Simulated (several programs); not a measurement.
An 8-atom cell of GeS started from a crystallographic database, relaxed with r2SCAN+rVV10 in Ansatz, was computed with several methods. The symmetry is Pnma (No. 62, orthorhombic); conventional cell a = 10.608 Å, b = 3.608 Å, c = 4.422 Å, 21.16 Å³ an atom. Around Ge lie 3 S at 2.42–2.44 Å; around S lie 3 Ge at 2.42–2.44 Å. No spin polarisation and no zero-point or thermal motion.

```cif
data_structure
_symmetry_space_group_name_H-M 'Pnma'
_symmetry_Int_Tables_number 62
_cell_length_a 10.6078
_cell_length_b 3.6081
_cell_length_c 4.4223
_cell_angle_alpha 90.000
_cell_angle_beta 90.000
_cell_angle_gamma 90.000
_cell_volume 169.26
loop_
_atom_site_label
_atom_site_type_symbol
_atom_site_symmetry_multiplicity
_atom_site_Wyckoff_symbol
_atom_site_fract_x
_atom_site_fract_y
_atom_site_fract_z
_atom_site_occupancy
Ge1 Ge 4 c 0.12508 0.25000 0.12823 1
S1 S 4 c 0.84723 0.25000 0.51187 1
```

Gaps and times are for a single point on this cell; volume and bulk modulus come from each method's own relaxation or energy curve at fixed shape, which is too stiff where a cell has free coordinates or axes. Times are rough, from shared hosts (Arm Neoverse V2; Intel Xeon Platinum 8259CL CPU @ 2.50GHz), and each method has its own mesh and cell size. A double dagger marks a value from a curve with shape and coordinates held. PM6 (MOPAC), PM7 (MOPAC), GFN1-xTB (tblite), GFN2-xTB (tblite) treat a cluster of cells at its zone centre, which samples few k points: where these miss a band edge, the gap comes out too large for that reason alone. Gaps from k meshes are read at a limited set of points (mesh, symmetry points, PBE's band edges), so each method's own least gap may be somewhat smaller. xTB and the PM methods were fitted mostly to molecules, and can miss a solid's gap by electronvolts. Minimal bases can be far off for gaps. Times of the plane-wave ladder aren't listed, since it ran on unlike processors and cards. Curves at held shape can't give the bulk modulus of a layered or molecular crystal, so none is listed. GLLB-SC's gap includes the derivative discontinuity. d marks a direct gap, i an indirect one (no mark: not told apart), a dash a value that wasn't computed or didn't pass its checks.

```csv
method,kind,gap (eV),own volume (Å³/atom),bulk modulus (GPa),atoms computed,processor time
PBE-D3(BJ),semilocal,–,21.40,–,8,–
r2SCAN+rVV10,semilocal,–,21.16,–,8,–
PBE-D4,semilocal,–,20.04,–,8,–
light PBE (260 eV and a coarse mesh),light plane-wave,1.11 d,–,–,8,4 s
GFN1-xTB (tblite),tight binding,1.40,–,–,cluster,7.5 s
GFN2-xTB (tblite),tight binding,2.42,–,–,cluster,8.5 s
PM6 (MOPAC),semi-empirical,5.89,–,–,cluster,11 s
PBE/SZV (CP2K),small basis,1.66 d,21.41‡,–,8,15 s
PM7 (MOPAC),semi-empirical,5.58,19.45‡,–,cluster,17 s
PBE/DZVP (CP2K),small basis,1.08 d,22.11‡,–,8,25 s
PBE,semilocal,1.10 d,–,–,8,–
LDA,semilocal,1.01 d,–,–,8,–
r2SCAN,semilocal,1.30 d,–,–,8,–
GLLB-SC (GPAW),model potential,1.89,–,–,8,89 s
PBE+SOC,semilocal,1.10 d,–,–,8,–
HSE06,hybrid,1.69 d,–,–,8,–
PBE0,hybrid,2.36 d,–,–,8,–
r2SCANh,hybrid,1.77 d,–,–,8,–
DDH-PBE0,hybrid,1.52 d,–,–,8,–
```

Question: How far from the measured values lie the methods that can be set against them?

Answer:
- Volume, measured 20.57 Å³ an atom: PBE-D3(BJ) +4.1 %, r2SCAN+rVV10 +2.9 %, PBE-D4 -2.5 %.
The calculations are for a static lattice; samples hold vibrations, temperature and, in optical gaps, excitons. A measured value is shown where most reports agree with it, and only for the quantities listed. Sources: 20.57 Å³ an atom (from the lattice constants; a, out-of-plane axis (Pnma); 300 K; “Unraveling electronic structure of GeS through ARPES and its correlation with anisotropic optical and transport behavior”; 2024; arxiv:2405.14817).

Only the rows marked +SOC include spin-orbit coupling.
